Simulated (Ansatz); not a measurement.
Telling polymorphs of TiO2 apart by Ti-47

The numbers come from a DFT calculation in Ansatz (r2SCAN, plane waves and PAW, scalar-relativistic, 500 eV cutoff). Q(Ti-47) = 302.0 mb, I = 5/2. The cells come from the COD, with the atoms relaxed (PBE, cell held). Spin–orbit coupling is left out.

(1) A calculated Ti-47 parameter set reads: |C_Q| = 15.0 MHz, η = 0.10. Which structure does it belong to?
A. P4_2/mnm, 6 atoms in the cell run; Ti site: 6 O at 1.95–1.98 Å
B. I4_1/amd, 6 atoms in the cell run; Ti site: 6 O at 1.93–1.99 Å

Results:

(1) A. TiO2 in P4_2/mnm gives |C_Q| = 15.0 MHz, η = 0.10; there Ti has 6 O at 1.95–1.98 Å. TiO2 in I4_1/amd gives |C_Q| = 9.19 MHz, η = 0.00; there Ti has 6 O at 1.93–1.99 Å.
